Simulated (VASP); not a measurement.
# SiO₂: convergence, self-consistent run

SiO₂, P4_2/mnm (no. 136), 6 atoms in the cell. R2SCAN; PAW potentials Si, O (PBE set). VASP 6.6.1.

Wanted: energy within 0.2 meV/atom; levels at the zone centre within 0.003 eV.

What the run is for: comparing ways to start; Accuracy asked: tight.

Levels at the zone centre: counted from the valence top at that point.

POSCAR:
```
SiO2
1.0
    4.2331690000      0.0000000000      0.0000000000
    0.0000000000      4.2331690000      0.0000000000
    0.0000000000      0.0000000000      2.6934950000
Si O
2 4
Direct
    0.0000000000      0.0000000000      0.0000000000
    0.5000000000      0.5000000000      0.5000000000
    0.8068390000      0.1931610000      0.5000000000
    0.3068390000      0.3068390000      0.0000000000
    0.1931610000      0.8068390000      0.5000000000
    0.6931610000      0.6931610000      0.0000000000
```

## How the run starts (with a second run first, the time holds both)

| How the run starts (with a second run first, the time holds both) | Energy less reference (meV/atom) | Levels at the zone centre, largest deviation (eV) | Time (s) |
|---|---|---|---|
| from scratch: 19 SCF iterations | 0.00 | 0.0000 | 124 |
| PBE orbitals (WAVECAR): 12 + 10 SCF iterations | 0.00 | 0.0002 | 100 |
| PBE density (CHGCAR): 12 + 16 SCF iterations | 0.00 | 0.0003 | 139 |
| loose PBE orbitals: 10 + 10 SCF iterations | 0.00 | 0.0002 | 100 |

Chosen: from scratch: 19 SCF iterations; no other choice that stays within half of the tolerance saves 30 % of the time.

The chosen settings are those of the reference run.

Values of the reference run: Levels at the zone centre: -0.8532, 0, 5.96 eV from the valence top at Gamma.

## The input

INCAR:
```
METAGGA = R2SCAN ; ISMEAR = 0
SIGMA = 0.03 ; LWAVE = F
LCHARG = F ; ISIF = 2
PREC = Accurate ; LASPH = T
LREAL = F ; ALGO = Normal
EDIFF = 1E-6 ; NELM = 120
GGA_COMPAT = F ; ENCUT = 580
EFERMI = MIDGAP ; LMIXTAU = T
```

KPOINTS:
```
k-points
0
Gamma
  6 6 9
```

Commands:
```
cat potpaw_PBE.64/Si/POTCAR potpaw_PBE.64/O/POTCAR > POTCAR
mpirun -np 1 vasp_std > vasp.out
```

The chosen input took VASP 6.6.1 124 s on 1 core (Intel Xeon 6975P-C (Granite Rapids)), a shared host.
